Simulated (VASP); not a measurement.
**K: equation of state with PBE**

K:

```
K
1.0
    10.07961    0.00000    0.00000
     0.00000   10.07961    0.00000
     0.00000    0.00000    4.32460
K
1
Direct
  0.00000 0.00000 0.00000
```

This isn't the form of K at room conditions, which is bcc.

```yaml
Program: VASP 6.6.1
Task: equation of state
Functional: PBE
Potentials_or_basis: VASP PAW PBE potentials, release 64 (K_sv)
Cutoff: 520 eV
k_mesh: 3 × 3 × 6
Occupations: fermi-dirac, width 0.05 eV
Spin: no spin polarisation
```

```json
{
  "Equilibrium volume": "398.48 Å³/atom (rough: see the caveat)",
  "Bulk modulus at fixed shape and positions": "0.3 GPa (rough)"
}
```

Energy against volume, from the lowest point:
```csv
volume (Å³/atom),energy (meV/atom)
413.010,0.00
421.798,0.63
430.585,1.53
439.372,2.65
448.160,3.98
456.947,5.51
465.735,7.21
```

All runs of the series together: 13 min on 1 thread of Intel(R) Xeon(R) Platinum 8175M CPU @ 2.50GHz (Skylake/Cascade Lake), on a shared host.

Caveat: the minimum lies outside the volumes run; the cell was scaled at fixed shape and fractional positions, which overstates the stiffness of a crystal with free parameters, most of all of layers and chains.
